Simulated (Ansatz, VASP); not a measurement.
## Ni (Ni strained to the junction's net): VASP beside Ansatz

Aim: how closely do two programs agree when they are given the same cell, functional and k mesh? The structure shown is the end of the Ansatz relaxation below.

Calculated with Ansatz 0.2.0; plane waves, with VASP 6.6.1 beside it; single point at PBE with D3(BJ).

## (1) Starting point

The structure is trigonal, space group R-3m (No. 166). Conventional cell: a = 2.567 Å, b = 2.567 Å, c = 5.882 Å, α = 90.00°, β = 90.00°, γ = 120.00°. Nearest to Ni lie 12 Ni at 2.46 to 2.57 Å.

## (2) Ansatz: relaxation, PBE with D3(BJ)

Ansatz runs on its default PAW (the set named soft_2) files.

This run makes the geometry at which the two programs are then compared.

input.yaml reads:

```yaml
crystal:
  lattice:
    - [2.567, 0.0, 0.0]
    - [-1.2835, 2.2230872115, 0.0]
    - [0.0, 0.0, 5.9631039137]
  atoms:
    - { symbol: Ni, position: [0.0, 0.0, 0.0], spin: 0.7 }
    - { symbol: Ni, position: [0.3333333333, 0.6666666667, 0.3333333333], spin: 0.7 }
    - { symbol: Ni, position: [0.6666666667, 0.3333333333, 0.6666666667], spin: 0.7 }
magnetization:
  spin_polarized: true
kpoints:
  mp_grid: { grid: [18, 18, 5] }
scf:
  occupations: { method: fermi_dirac, width: 0.1 }
  max_iter: 150
hamiltonian:
  xc: pbe
  dispersion: d3bj
relax:
  f_tol: 0.01
  max_steps: 40
  cell: { fix: [a, b, angles] }
```

Run with:

```sh
$ ansatz run input.yaml --threads 4 --pin off --max-ram 12288MiB --backend cpu --events-out ev --progress --plain --runs-dir out
```

Numbers of over 12 decimals in the logs are rounded to 6 here.

The program printed:

```text
Engine: ansatz 0.2.0, aarch64-unknown-linux-gnu
Pseudopotentials: kind: paw
Pseudopotential: Ni, paw, valence charge 18, recommended cutoff 420 eV (normal), Ni.paw.azcp
Functional definition: PBE
  parameter kappa = 0.804
  parameter beta = 0.066725
  exchange = pbe_x(kappa = kappa, mu = beta*pi^2/3)
  correlation = pbe_c(beta = beta)
Crystal: 3 atoms, lattice volume = 34.029 Å³
Basis set: ecut = 420 eV, 661 PW (Γ), exchange–correlation on 36×36×80 points (8 copies of the dense FFT grid, shifted against one another)
Bands: 34, of which v1, the nominal top of the filled ones, is band 27 counted from 1 (26 counted from 0)
Symmetry: 36 space group operations
Space group: R-3m (ITA 166), of the structure as read, at distance tolerance 3.2e-5 Å
Magnetic group: BNS 166.97 (UNI 1327), of the structure as read, at distance tolerance 3.2e-5 Å
k-points: 165 of 1620
Non-local potential: Ni, projectors of the file, l = 0: 3, l = 1: 2, l = 2: 3, l = 3: 1
PAW form: soft (Blöchl's): semilocal exchange-correlation on the pseudo side does not see the compensation charge
PAW one-centre angular grid: Ni, 590 points (default); XC on 64 Gauss nodes
Initial density: superposition of atomic densities (chi_scale 0.1, normalization cell)
Starting moments: Σ|m| = 2.1 μB on 3 of 3 sites
Initial wavefunctions: pseudopotential atomic-orbital guess
Functional: x = pbe(κ = 0.804, μ = 0.219515), c = pbe(β = 0.066725)
iter 1 solved again at ethr=2.02e-3 eV; its pass at ethr=3.10e-3 eV (dr2=1.09e0 eV) is discarded
SCF iter   1: F=—  HF=-17518.091612 eV  |F-HF|=—  |Δ(HF+E_count)|=         —  Δρ=5.99e-2 (↑1.39e-2 ↓5.99e-2)  dr2=1.09e0  dr2_m=1.80e-1  M=2.197 μB ∫|m|=2.319 μB  β_m=0.30  ethr=2.02e-3  ⟨swp⟩=1.0  Hψ=49789  notcnv=0
Mixer restart at iter 1: flushing history
preconditioner: auto → Kerker (q_TF=auto, 2.947 Å⁻¹)  [metal: Δε(μ)=0.002 eV  Ē_g=8.580 eV  σ=0.100 eV  W_gap=0.01  n_scr=10 (ndim 8)  ℏωp=34.9 eV  f_vac=0.000  D(μ)=5.52/eV (n_scr^D=94)]
spin=Collinear: Kerker preconditioning applied to the charge; magnetization (m = ρ↑ − ρ↓) channel mixes plain (no charge-response kernel on spin).
SCF iter   2: F=—  HF=-17518.125001 eV  |F-HF|=—  |Δ(HF+E_count)|=   3.34e-2  Δρ=2.63e-2 (↑2.63e-2 ↓1.52e-2)  dr2=4.61e-2  dr2_m=9.71e-2  M=2.166 μB ∫|m|=2.324 μB  β_m=0.31  ethr=2.02e-3  ⟨swp⟩=2.0  Hψ=17384  notcnv=0
SCF iter   3: F=—  HF=-17519.033954 eV  |F-HF|=—  |Δ(HF+E_count)|=         —  Δρ=2.72e-2 (↑2.72e-2 ↓9.75e-3)  dr2=7.72e-2  dr2_m=8.03e-2  M=2.207 μB ∫|m|=2.404 μB  β_m=0.31  ethr=8.54e-5  ⟨swp⟩=2.0  Hψ=20424  notcnv=0  defer=158
Mixer restart at iter 3: flushing history
SCF iter   4: F=—  HF=-17519.628831 eV  |F-HF|=—  |Δ(HF+E_count)|=   5.95e-1  Δρ=1.89e-2 (↑1.89e-2 ↓6.64e-3)  dr2=8.32e-2  dr2_m=2.12e-2  M=2.132 μB ∫|m|=2.350 μB  β_m=0.66  ethr=8.54e-5  ⟨swp⟩=2.0  Hψ=17961  notcnv=0  defer=158
SCF iter   5: F=—  HF=-17520.456843 eV  |F-HF|=—  |Δ(HF+E_count)|=   8.28e-1  Δρ=1.03e-2 (↑3.65e-3 ↓1.03e-2)  dr2=4.38e-2  dr2_m=6.31e-3  M=1.957 μB ∫|m|=2.223 μB  β_m=0.83  ethr=8.54e-5  ⟨swp⟩=2.2  Hψ=22495  notcnv=0  defer=177
SCF iter   6: F=—  HF=-17520.500125 eV  |F-HF|=—  |Δ(HF+E_count)|=   4.33e-2  Δρ=4.68e-3 (↑1.59e-3 ↓4.68e-3)  dr2=9.16e-3  dr2_m=1.14e-3  M=1.918 μB ∫|m|=2.191 μB  β_m=0.87  ethr=8.11e-5  ⟨swp⟩=1.6  Hψ=14956  notcnv=0  defer=177
SCF iter   7: F=—  HF=-17520.505102 eV  |F-HF|=—  |Δ(HF+E_count)|=   4.98e-3  Δρ=3.40e-3 (↑2.87e-3 ↓3.40e-3)  dr2=6.12e-3  dr2_m=2.63e-5  M=1.914 μB ∫|m|=2.190 μB  β_m=0.67  ethr=1.70e-5  ⟨swp⟩=2.4  Hψ=19842  notcnv=0  defer=216
SCF iter   8: F=—  HF=-17520.503200 eV  |F-HF|=—  |Δ(HF+E_count)|=   1.90e-3  Δρ=9.06e-4 (↑9.06e-4 ↓7.36e-4)  dr2=3.31e-4  dr2_m=3.97e-6  M=1.911 μB ∫|m|=2.188 μB  β_m=0.83  ethr=1.13e-5  ⟨swp⟩=2.1  Hψ=14792  notcnv=0  defer=188
SCF iter   9: F=—  HF=-17520.503075 eV  |F-HF|=—  |Δ(HF+E_count)|=   1.25e-4  Δρ=5.28e-4 (↑4.14e-4 ↓5.28e-4)  dr2=1.41e-4  dr2_m=1.19e-6  M=1.910 μB ∫|m|=2.187 μB  β_m=0.76  ethr=6.14e-7  ⟨swp⟩=2.3  Hψ=16765  notcnv=0  defer=177
SCF iter  10: F=—  HF=-17520.503027 eV  |F-HF|=—  |Δ(HF+E_count)|=   4.83e-5  Δρ=7.82e-5 (↑6.58e-5 ↓7.82e-5)  dr2=3.40e-6  dr2_m=1.79e-8  M=1.909 μB ∫|m|=2.186 μB  β_m=0.88  ethr=2.60e-7  ⟨swp⟩=2.0  Hψ=15289  notcnv=0  defer=177
SCF iter  11: F=—  HF=-17520.503025 eV  |F-HF|=—  |Δ(HF+E_count)|=   1.17e-6  Δρ=7.63e-6 (↑5.32e-6 ↓7.63e-6)  dr2=1.90e-8  dr2_m=3.47e-9  M=1.909 μB ∫|m|=2.186 μB  β_m=0.94  ethr=6.30e-9  ⟨swp⟩=2.1  Hψ=16505  notcnv=0  defer=177
SCF iter  12: F=-17520.503025 eV  HF=-17520.503025 eV  |F-HF|=5.46e-11  |Δ(HF+E_count)|=   9.61e-9  Δρ=1.71e-6 (↑7.81e-7 ↓1.71e-6)  dr2=4.58e-10  dr2_m=1.13e-10  M=1.909 μB ∫|m|=2.186 μB  ethr=3.53e-11  ⟨swp⟩=2.3  Hψ=38862  notcnv=0
SCF 1 converged in 12 iterations: F = -17520.503025 eV  dr2 = 4.58e-10
  greatest PAW one-centre occupation: 1.001 electrons in one spin orbital (limit 2), on the Ni atom at site 2 (counted from 0), in its partial waves of l = 1
[...]
SCF iter   4: F=—  HF=-17520.510026 eV  |F-HF|=—  |Δ(HF+E_count)|=   1.76e-4  Δρ=2.43e-4 (↑4.99e-5 ↓2.43e-4)  dr2=1.12e-5  dr2_m=5.58e-6  M=1.898 μB ∫|m|=2.167 μB  β_m=0.77  ethr=2.57e-8  ⟨swp⟩=2.0  Hψ=19677  notcnv=0
SCF iter   5: F=—  HF=-17520.510087 eV  |F-HF|=—  |Δ(HF+E_count)|=   6.04e-5  Δρ=2.37e-4 (↑4.81e-5 ↓2.37e-4)  dr2=1.41e-5  dr2_m=3.20e-6  M=1.896 μB ∫|m|=2.165 μB  β_m=0.83  ethr=2.08e-8  ⟨swp⟩=2.1  Hψ=14972  notcnv=0
SCF iter   6: F=—  HF=-17520.510114 eV  |F-HF|=—  |Δ(HF+E_count)|=   2.68e-5  Δρ=4.22e-5 (↑2.02e-5 ↓4.22e-5)  dr2=8.14e-8  dr2_m=2.09e-7  M=1.894 μB ∫|m|=2.163 μB  β_m=0.92  ethr=2.08e-8  ⟨swp⟩=2.0  Hψ=19167  notcnv=0
SCF iter   7: F=—  HF=-17520.510113 eV  |F-HF|=—  |Δ(HF+E_count)|=   2.56e-7  Δρ=2.71e-5 (↑1.50e-5 ↓2.71e-5)  dr2=3.30e-7  dr2_m=1.47e-8  M=1.893 μB ∫|m|=2.162 μB  β_m=0.95  ethr=1.51e-10  ⟨swp⟩=2.2  Hψ=20794  notcnv=0
SCF iter   8: F=—  HF=-17520.510114 eV  |F-HF|=—  |Δ(HF+E_count)|=   3.25e-7  Δρ=4.04e-6 (↑1.72e-6 ↓4.04e-6)  dr2=6.36e-9  dr2_m=5.55e-10  M=1.893 μB ∫|m|=2.162 μB  β_m=0.98  ethr=1.51e-10  ⟨swp⟩=2.0  Hψ=20505  notcnv=0
SCF iter   9: F=-17520.510114 eV  HF=-17520.510114 eV  |F-HF|=8.19e-10  |Δ(HF+E_count)|=   1.04e-8  Δρ=1.50e-6 (↑7.23e-7 ↓1.50e-6)  dr2=9.74e-10  dr2_m=5.43e-11  M=1.894 μB ∫|m|=2.162 μB  ethr=1.18e-11  ⟨swp⟩=2.0  Hψ=33207  notcnv=0
SCF 3 converged in 9 iterations: F = -17520.510114 eV  dr2 = 9.74e-10
relax step   3: F+E_penalty+E_count = -17520.51011362 eV  Δ(F+E_penalty+E_count) = -2.253e-3 eV  max|allowed force component| = 3.313e-27 eV/Å  Δτ_max = 0.0000 Å  P = -10.095 GPa  Ω = 33.554 Å³  energy of the carried Pulay correction = +1.678e-4 eV  fix = [a, b, alpha, beta, gamma]  reactions: a -15.225, b -15.225 GPa  (9 SCF iters, dr2 threshold 3.00e-7 eV, accepted)
[...]
relax step   4: F+E_penalty+E_count = -17520.51011580 eV  Δ(F+E_penalty+E_count) = -2.177e-6 eV  max|allowed force component| = 9.187e-27 eV/Å  Δτ_max = 0.0000 Å  P = -10.180 GPa  Ω = 33.569 Å³  energy of the carried Pulay correction = +1.623e-4 eV  fix = [a, b, alpha, beta, gamma]  reactions: a -15.267, b -15.267 GPa  (6 SCF iters, dr2 threshold 6.73e-8 eV, accepted)
[...]
relax step   5: F+E_penalty+E_count = -17520.50993065 eV  Δ(F+E_penalty+E_count) = +1.851e-4 eV  max|allowed force component| = 1.231e-26 eV/Å  Δτ_max = 0.0000 Å  P = -10.168 GPa  Ω = 33.569 Å³  fix = [a, b, alpha, beta, gamma]  reactions: a -15.260, b -15.260 GPa  stress off target by 1.63e-2 GPa on what of the cell is left free  SCF on the basis re-selected at this cell (its energy is not comparable with the rows above)  (9 SCF iters)
basis re-selected at this cell: Δ(F+E_penalty+E_count) = +1.851e-4 eV, ΔP = +0.012 GPa vs the last step (what re-selecting the basis moved, of the pressure what is left beyond the Pulay correction that the steps carried, after the strain that the cell walked since its last selection, with what the two solves' SCF thresholds leave and, on support functions, any second-order correction that the steps lacked; it is no m [...]
SCF converged after 9 iterations
Magnetization: 1.8940 μB (27.9470 up, 26.0530 down)
Absolute magnetization: 2.1655 μB (∫|ρ↑−ρ↓|, with the PAW one-centre terms)
Spin contamination: 0.0218 ħ² per cell (⟨S²⟩ above its minimum at these occupations)
Per-site moments (μB) at R_I (Å): [(0.671404, 1.013886), (0.671404, 1.013886), (0.671404, 1.013886)]
Free energy (F): -17520.509931 eV
Harris-Foulkes:  -17520.509931 eV  (|F-HF|=0.00e0)
Internal energy: -17520.345731 eV  (E = F + TS)
E sigma→0 (E₀):  -17520.427831 eV
Entropy (-TS):   -0.164199 eV (-54.733 meV/atom)
Fermi energy:    17.539728 eV
--- Per-component energies (eV) ---
  E_band       = -883.464367
  E_kinetic    = 844.998098
  E_local      = -10460.634201  (includes V_loc(G=0)·N_el)
  E_nonlocal   = 1907.898184
  E_hartree    = 4364.133064
  E_xc         = -253.572049
  E_vxc        = -326.922578  (∫ρ·V_xc dr)
  E_paw        = -4889.957744  (= ΣΔE_a)
  E_vpaw       = -1577.071669  (= ΣTr[D̂ρ^β])
  E_aug_tail   = 0.001644  (compensation charges beyond the density's cutoff)
  E_ewald      = -9031.862536
  E_disp       = -1.350191  (pairwise vdW)
  E_smearing   = -0.164199  (= −TS)
  E_closure    = 0.000000  (closes the sum)
  Σ components = -17520.509931   (vs F -17520.509931, Δ=0.00e0)
--- Forces (eV/Å), atoms counted from 1 ---
  atom   1  Ni    -0.00000000     0.00000000     0.00000000
  atom   2  Ni    -0.00000000    -0.00000000     0.00000000
  atom   3  Ni     0.00000000     0.00000000     0.00000000
  max |Σ_I F_I| component: 1.85e-26 eV/Å
--- Stress (GPa, compression-positive) ---
      -15.260420       0.000000       0.000000
        0.000000     -15.260420      -0.000000
        0.000000      -0.000000       0.016347
  P = ⅓ Tr σ = -10.1682 GPa (-101.682 kbar)
--- Relaxed structure (4 steps of the walk, 4 accepted, 1 SCFs on fresh bases) ---
  F+E_penalty+E_count = -17520.50993065 eV   max|allowed force component| = 1.231e-26 eV/Å   (the final SCF, on the basis selected at the relaxed cell)
  cell:  # Å, volume = 33.5692 Å³
    - [2.567000, 0, 0]
    - [-1.283500, 2.223087, 0]
    - [0, 0, 5.882453]
  atoms:
    - { symbol: Ni, position: [0, 0, 0] }
    - { symbol: Ni, position: [0.333333, 0.666667, 0.333333] }
    - { symbol: Ni, position: [0.666667, 0.333333, 0.666667] }
```

In the SCF lines HF is the Harris–Foulkes energy and dr2 the Hartree energy of the density residual, in eV; the loop may stop once dr2 is under the threshold and the program's other checks hold. Hψ counts applications of the Hamiltonian.

## (3) VASP: single point, PBE with D3(BJ)

The same cell, functional, mesh and smearing now go to VASP, with its own data sets.

Lines of VASP's logs that name or quote its potential files are left out, and so is its time.

INCAR reads:

```
SYSTEM = Ni
PREC = Accurate
ENCUT = 600
EDIFF = 1E-06
NELM = 200
ISMEAR = -1
SIGMA = 0.1
LREAL = .FALSE.
ALGO = Normal
GGA = PE
IVDW = 12
NBANDS = 24
ISPIN = 2
MAGMOM = 0.67 0.67 0.67
LASPH = .TRUE.
LMAXMIX = 4
LORBIT = 11
LWAVE = .FALSE.
LCHARG = .FALSE.
ISIF = 2
GGA_COMPAT = .FALSE.
KPAR = 2
```

POSCAR reads:

```
Ni
1.0
    2.5670000000      0.0000000000      0.0000000000
   -1.2835000000      2.2230872115      0.0000000000
    0.0000000000      0.0000000000      5.8824534571
Ni
3
Direct
    0.0000000000      0.0000000000      0.0000000000
    0.3333333333      0.6666666667      0.3333333333
    0.6666666667      0.3333333333      0.6666666667
```

KPOINTS reads:

```
Automatic mesh
0
Gamma
18 18 5
0 0 0
```

Potentials, in the order of the species: Ni (PBE family, release 64).

Run with:

```sh
$ mpirun -np 2 vasp_std
```

The program printed:

```text
[banner, memory and clock lines left out]
running    2 mpi-ranks, on    1 nodes
 distrk:  each k-point on    1 cores,    2 groups
 distr:  one band on    1 cores,    1 groups

 POSCAR found type information on POSCAR Ni
 POSCAR found :  1 types and       3 ions
 LDA part: xc-table for (Slater+PW92), standard interpolation
 POSCAR, INCAR and KPOINTS ok, starting setup
 FFT: planning ... GRIDC
 FFT: planning ... GRID_SOFT
 FFT: planning ... GRID
 WAVECAR not read
 entering main loop
       N       E                     dE             d eps       ncg     rms          rms(c)
DAV:   1     0.176929969496E+03    0.17693E+03   -0.14467E+04 16424   0.194E+03
DAV:   2    -0.104387091975E+02   -0.18737E+03   -0.17486E+03 15904   0.314E+02
DAV:   3    -0.193377034164E+02   -0.88990E+01   -0.85425E+01 18224   0.923E+01
DAV:   4    -0.194607400818E+02   -0.12304E+00   -0.12298E+00 20128   0.978E+00
DAV:   5    -0.194641728424E+02   -0.34328E-02   -0.34327E-02 18712   0.143E+00    0.167E+01
DAV:   6    -0.175031059945E+02    0.19611E+01   -0.19001E+01 17536   0.765E+01    0.108E+01
DAV:   7    -0.164554549751E+02    0.10477E+01   -0.39386E+00 18256   0.322E+01    0.313E+00
DAV:   8    -0.164192760293E+02    0.36179E-01   -0.38784E-02 21192   0.205E+00    0.154E+00
DAV:   9    -0.164122111140E+02    0.70649E-02   -0.20708E-03 23744   0.493E-01    0.483E-01
DAV:  10    -0.164106486172E+02    0.15625E-02   -0.43683E-04 20992   0.254E-01    0.136E-01
DAV:  11    -0.164105617036E+02    0.86914E-04   -0.23796E-04 21640   0.201E-01    0.435E-02
DAV:  12    -0.164105417677E+02    0.19936E-04   -0.18800E-05 20832   0.490E-02    0.202E-02
DAV:  13    -0.164105418005E+02   -0.32826E-07   -0.25565E-06 16088   0.149E-02
   1 F= -.17760402E+02 E0= -.17677351E+02  d E =-.166102E+00  mag=     1.8529
```

(Part 1 of 2 ends here.)

[Lines on the potential files, build, host, timing and source positions are cut from VASP's logs without a mark.]

[Logs are printed without paths, hosts, clocks, repeated set-up lines and the standing remarks that a program may print on its own settings, such as how far it seeks lower states.]

[Hosts, paths, dates, database ids (printed as entryN), source tags and the programs' standing remarks are cut or masked in the printed files.]
